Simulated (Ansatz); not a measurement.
# Hf (P6_3/mmc) in Ansatz: further runs, part 2 of 2

Ansatz 0.2.0. Earlier steps stand in the parts before.

## Step 5: Single point, PBE

The input, input.yaml:

```yaml
crystal:
  lattice:
    - [3.1967, 0.0, 0.0]
    - [-1.59835, 2.7684234083, 0.0]
    - [0.0, 0.0, 5.0578]
  atoms:
    - { symbol: Hf, position: [0.6666666667, 0.3333333333, 0.75] }
    - { symbol: Hf, position: [0.3333333333, 0.6666666667, 0.25] }
kpoints:
  mp_grid: { grid: [10, 10, 5] }
scf:
  occupations: { method: gaussian, width: 0.019 }
hamiltonian:
  xc: pbe
  pseudopotentials: { kind: all_electron, lapw: { basis_error: 0.001 } }
output:
  forces: true
  stress: true
  eigenvalues: true
```

Potentials or basis: all-electron LAPW, scalar-relativistic.

Run with:

```
$ ansatz run input.yaml --threads 1 --pin off --max-ram 3072MiB --backend cpu --events-out ev --progress --plain --runs-dir out
```

The log of the run:

```text
Warning: RAYON_NUM_THREADS=1 ignored (pool sized by the plan → 1); use --threads N
LAPW: plane waves up to 7.471 Å⁻¹, error target 1.0e-3 eV per atom; small_component_spin mean_spin; Hf in spheres of 1.565 Å, 36 of its electrons in bands, Dirac shells [] (how accurate: hamiltonian.pseudopotentials.lapw.basis_error, Limitations)
Engine: ansatz 0.2.0, aarch64-unknown-linux-gnu
Pseudopotentials: kind: all_electron
Pseudopotential: Hf, LAPW, valence charge 36, lapw/all_electron/scalar/gaussian/Hf, Koelling and Harmon's equation, gaussian nucleus
Functional definition: PBE
  parameter kappa = 0.804
  parameter beta = 0.06672455060314922
  exchange = pbe_x(kappa = kappa, mu = beta*pi^2/3)
  correlation = pbe_c(beta = beta)
Crystal: 2 atoms, lattice volume = 44.761 Å³
Basis set: ecut = 212.66289712661157 eV, 313 PW (Γ), exchange–correlation at level 2
Bands: 44, of which v1, the nominal top of the filled ones, is band 36 counted from 1 (35 counted from 0)
Symmetry: 24 space group operations
Space group: P63/mmc (ITA 194), of the structure as read, at distance tolerance 3.6e-5 Å
k-points: 42 of 500
Non-local potential: Hf, projectors of the file, none
Initial density: superposition of atomic densities (chi_scale 0.1, normalization cell)
Initial wavefunctions: plane waves of lowest kinetic energy (no species holds an atomic orbital)
Functional: x = pbe(κ = 0.804, μ = 0.2195149727645171), c = pbe(β = 0.06672455060314922)
iter 1 solved again at ethr=3.00e-4 eV; its pass at ethr=1.00e-1 eV (dr2=2.16e-1 eV) is discarded
SCF iter   1: F=—  HF=-820500.719446 eV  |F-HF|=—  |Δ(HF+E_count)|=         —  Δρ=2.33e-2  dr2=2.16e-1  ethr=3.00e-4  ⟨swp⟩=2.6  Hψ=11450  notcnv=0
preconditioner: auto → Resta (q_TF=auto, 2.953 Å⁻¹)  ε∞=5.6  [insulator: Δε(μ)=0.033 eV  Ē_g=17.929 eV  σ=0.019 eV  W_gap=0.63  n_scr=22 (ndim 8)  ℏωp=38.5 eV  f_vac=0.000  D(μ)=1.50/eV (n_scr^D=8)  ε∞_Penn≈5.6]
SCF iter   2: F=—  HF=-820500.537169 eV  |F-HF|=—  |Δ(HF+E_count)|=   1.82e-1  Δρ=1.35e-2  dr2=8.21e-2  ethr=3.00e-4  ⟨swp⟩=2.0  Hψ=5838  notcnv=0
SCF iter   3: F=—  HF=-820500.508549 eV  |F-HF|=—  |Δ(HF+E_count)|=   2.86e-2  Δρ=9.02e-3  dr2=3.84e-2  ethr=1.14e-4  ⟨swp⟩=2.0  Hψ=5522  notcnv=0
SCF iter   4: F=—  HF=-820500.490010 eV  |F-HF|=—  |Δ(HF+E_count)|=   1.85e-2  Δρ=4.16e-3  dr2=9.19e-3  ethr=5.33e-5  ⟨swp⟩=2.0  Hψ=5627  notcnv=0
iter 5 solved again at ethr=4.97e-7 eV; its pass at ethr=1.28e-5 eV (dr2=3.58e-4 eV) is discarded
SCF iter   5: F=—  HF=-820500.489880 eV  |F-HF|=—  |Δ(HF+E_count)|=         —  Δρ=7.80e-4  dr2=3.57e-4  ethr=4.97e-7  ⟨swp⟩=2.0  Hψ=9243  notcnv=0
the basis was enlarged: its passes take 191.6 KiB over the memory plan, 1 of 1 planned eigensolver slots
SCF iter   6: F=—  HF=-820500.489939 eV  |F-HF|=—  |Δ(HF+E_count)|=   5.95e-5  Δρ=1.87e-4  dr2=1.98e-5  ethr=4.96e-7  ⟨swp⟩=2.0  Hψ=5497  notcnv=0
SCF iter   7: F=—  HF=-820500.489938 eV  |F-HF|=—  |Δ(HF+E_count)|=   1.63e-6  Δρ=4.91e-5  dr2=1.48e-6  ethr=2.75e-8  ⟨swp⟩=2.0  Hψ=5497  notcnv=0
SCF iter   8: F=-820500.489937 eV  HF=-820500.489937 eV  |F-HF|=2.34e-8  |Δ(HF+E_count)|=   3.63e-7  Δρ=7.46e-6  dr2=3.41e-8  ethr=2.06e-9  ⟨swp⟩=2.0  Hψ=5497  notcnv=0
SCF 1 converged in 8 iterations: F = -820500.489937 eV  dr2 = 3.41e-8
SCF converged after 8 iterations
Free energy (F): -820500.489937 eV
Harris-Foulkes:  -820500.489937 eV  (|F-HF|=2.34e-8)
Internal energy: -820500.489465 eV  (E = F + TS)
E sigma→0 (E₀):  -820500.489701 eV
Entropy (-TS):   -0.000472 eV (-0.236 meV/atom)
Fermi energy:    20.196463 eV
--- Per-component energies (eV) ---
  E_band       = -3533.973822
  E_kinetic    = 912958.594986
  E_xc         = -16830.341653
  E_electrostatic = -1716628.742798  (all electrons and nuclei)
  E_smearing   = -0.000472  (= −TS)
  E_closure    = 0.000000  (closes the sum)
  E_atoms      = -820485.842060  (free atoms, spherical and without spin; not in F)
  Σ components = -820500.489937   (vs F -820500.489937, Δ=0.00e0)
  Basis errors (estimates in eV, not in F): energy 2.3e-4 per atom: plane waves 1.9e-4 (9.9e-5 summed), levels above the bands 0.0e0, relativity 6.3e-8, radial functions 4.4e-5, core shells 1.8e-7; eigenvalues (radial functions only) 8.2e-7; not estimated: angular momenta, meshes, grids; target (lapw.basis_error) 1.0e-3; muffin-tin radii Hf 1.565 Å
--- Forces (eV/Å), atoms counted from 1 ---
  atom   1  Hf     0.00000000     0.00000000     0.00000000
  atom   2  Hf     0.00000000    -0.00000000    -0.00000000
  max |Σ_I F_I| component: 3.70e-17 eV/Å
--- Stress (GPa, compression-positive) ---
        0.725203      -0.000000      -0.000000
        0.000000       0.725203      -0.000000
       -0.000000      -0.000000       0.482401
  P = ⅓ Tr σ = 0.6443 GPa (6.443 kbar)
--- Band table (eV; the first three rows and the last of 42) ---
  k-point 0: bands = ["-181.1268", "-181.1268", "-181.1268", "-181.1268", "-181.1229", "-181.1229", "-181.0995", "-181.0995", "-181.0995", "-181.0995", "-41.7030", "-41.6318", "-10.8424", "-10.1014", "-10.1014", "-9.9739", "-9.9732", "-9.9732", "8.3279", "8.3608", "8.3623", "8.3623", "8.3638", "8.3638", "8.3678", "8.3746", "8.3746", "8.3828", "8.4019", "8.4019", "8.4423", "8.4459", "12.8378", "16.5022", "20.8472", "21.3866", "21.3866", "21.6675", "22.2088", "22.2088", "22.8495", "22.8495", "25.5493", "25.5493"]
  k-point 1: bands = ["-181.1268", "-181.1268", "-181.1268", "-181.1268", "-181.1229", "-181.1229", "-181.0995", "-181.0995", "-181.0995", "-181.0995", "-41.6963", "-41.6386", "-10.7645", "-10.0893", "-10.0893", "-10.0624", "-9.9855", "-9.9855", "8.3292", "8.3493", "8.3493", "8.3599", "8.3649", "8.3649", "8.3651", "8.3820", "8.3820", "8.3843", "8.4072", "8.4072", "8.4426", "8.4455", "13.2008", "16.2869", "20.4249", "21.2261", "21.2261", "21.3581", "21.9315", "21.9315", "23.3986", "23.3986", "25.6553", "25.6553"]
  k-point 2: bands = ["-181.1268", "-181.1268", "-181.1268", "-181.1268", "-181.1229", "-181.1229", "-181.0995", "-181.0995", "-181.0995", "-181.0995", "-41.6785", "-41.6565", "-10.5559", "-10.2880", "-10.0574", "-10.0574", "-10.0177", "-10.0177", "8.3349", "8.3450", "8.3450", "8.3462", "8.3512", "8.3512", "8.3742", "8.3819", "8.3995", "8.3995", "8.4088", "8.4088", "8.4435", "8.4446", "14.1853", "15.4315", "20.1830", "20.6734", "21.1752", "21.1752", "21.4519", "21.4519", "24.4804", "24.4804", "25.4092", "25.4092"]
  k-point 41: bands = ["-181.1268", "-181.1268", "-181.1268", "-181.1268", "-181.1229", "-181.1229", "-181.0995", "-181.0995", "-181.0995", "-181.0995", "-41.6291", "-41.6263", "-10.6436", "-10.6316", "-10.4455", "-10.3673", "-10.1359", "-10.1120", "8.3513", "8.3584", "8.3612", "8.3655", "8.3683", "8.3708", "8.3798", "8.3819", "8.3826", "8.3834", "8.3851", "8.3903", "8.4233", "8.4235", "18.0801", "18.1472", "18.9567", "19.1295", "19.9147", "20.1654", "22.3275", "23.1981", "25.3123", "25.6522", "27.7544", "28.0955"]
```

It took 15 s on 1 thread of Arm Neoverse V1, shared host; peak memory 0.33 GiB.

Results:

| Property | Result |
| --- | --- |
| Free energy | -820500.4899 eV |
| Pressure | 0.6 GPa |
| Band gap on the k mesh | none (metal or under the smearing width) |

## Step 6: The runs side by side

| k mesh | cutoff (eV) | smearing | basis error allowed | mesh quality | gap on the mesh (eV) | pressure (GPa) |
| --- | --- | --- | --- | --- | --- | --- |
| 6 × 6 × 3 | 196 | fermi-dirac 0.06 eV | 0.002 eV/atom | coarse | none | 1.4 |
| 10 × 10 × 5 | 213 | gaussian 0.012 eV | 0.001 eV/atom | not flagged | none | 0.7 |
| 10 × 10 × 5 | 213 | gaussian 0.028 eV | 0.001 eV/atom | not flagged | none | 0.6 |
| 10 × 10 × 5 | 213 | gaussian 0.019 eV | 0.001 eV/atom | not flagged | none | 0.6 |

Alike in all rows: task single point; level PBE; potentials or basis all-electron LAPW, scalar-relativistic; no spin polarisation; cell as given.

Caveats: some runs use coarse meshes; the k mesh is thin for a metal, which can move the energy by tens of meV per atom (some runs).

Compare energies only between runs with the same functional and basis.
